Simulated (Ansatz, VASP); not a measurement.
## One calculation of C, two programs

```
C
1.0
     1.20169    0.69379    3.27735
    -1.20169    0.69379    3.27735
     0.00000   -1.38759    3.27735
C
2
Cartesian
  0.0000 0.0000 1.5639
  0.0000 0.0000 8.2682
```

Change from the starting cell: mode 4 frozen in at -0.076 Å, equal normal strain along x, y and z -0.0250.

Alike in both runs: task single point; functional PBE; dispersion D3(BJ); k mesh 15 × 15 × 15; occupations gaussian, width 0.05 eV; no spin polarisation.

|  | VASP | Ansatz |
| --- | --- | --- |
| version | VASP 6.6.1 | Ansatz 0.2.0 |
| potentials or method | VASP PAW PBE potentials, release 64 (C) | scalar-relativistic, plane waves, PAW |
| plane-wave cutoff (eV) | 520 | 520 |
| valence electrons in the cell | 8 | 8 |

VASP gave:

```
gap on the k mesh at the Fermi level (eV)       : 1.00
least direct gap on the mesh (eV)               : 1.04
pressure (GPa)                                  : 24.5
largest component of the traceless stress (GPa) : 27.69
rms of the force components (eV/Å)              : 1.383
```

Question: Which values does Ansatz return?

Answer: gap on the k mesh at the Fermi level (eV): 1.00; least direct gap on the mesh (eV): 1.04; pressure (GPa): 24.0; largest component of the traceless stress (GPa): 27.10; rms of the force components (eV/Å): 1.388.

Atom by atom the forces differ by 0.005 eV/Å (rms over components).

Caveats: so large a pressure means that the cell lies far from this level's equilibrium, or that cutoff or potentials fall short (VASP); an odd mesh through Γ misses points on the zone boundary, where band edges often lie; forces of over 1 eV/Å show positions far from the minimum, so gaps and moduli don't describe the material at rest.
